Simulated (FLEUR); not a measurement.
Gd under changes of volume

One of the cells (33.103 Å³/atom); the others are scaled copies at fixed shape and fractional positions:

```xyz
2
Lattice="3.6360 0.0000 0.0000 -1.8180 3.1489 0.0000 0.0000 0.0000 5.7826" Properties=species:S:1:pos:R:3 pbc="T T T"
Gd    1.8180    1.0496    4.3369
Gd    0.0000    2.0992    1.4457
```

```yaml
Program: FLEUR MaX-R8.1 (later development tree)
Functional: PBE
Potentials_or_basis: all-electron
Basis: FLAPW
Kmax: 4.1 1/bohr
k_mesh: 8 × 8 × 5
Occupations: fermi-dirac, width 0.05 eV
Spin: collinear spin, ferromagnetic start
Starting_moments: "[7.0, 7.0] μB"
```

```tsv
volume (Å³/atom)	energy over the lowest point (meV/atom)	moment (μB per cell)
31.117	?	?
31.779	11.77	15.20
32.441	4.63	15.22
33.103	0.77	15.23
33.765	0.00	15.24
34.427	2.02	15.25
35.090	6.63	15.26
```

Q: What does the run at 31.117 Å³/atom give?

A: Energy over the lowest point 22.46 meV/atom; moment 15.18 μB per cell.

Worked out: A Birch-Murnaghan fit of order 3 (a polynomial in V^(-2/3)) to the other rows has its minimum at 33.61 Å³/atom with B0 = V·E''(V) = 35 GPa and B' = 3.2 at fixed shape and positions, which overstates the stiffness. It gives 22.53 meV/atom at 31.117 Å³/atom, against the run's 22.46. A straight line through the other rows of the moment, of slope 0.0173 μB per Å³/atom, extrapolates to 15.19 μB, against the run's 15.18.

Energies are extrapolated to zero smearing.
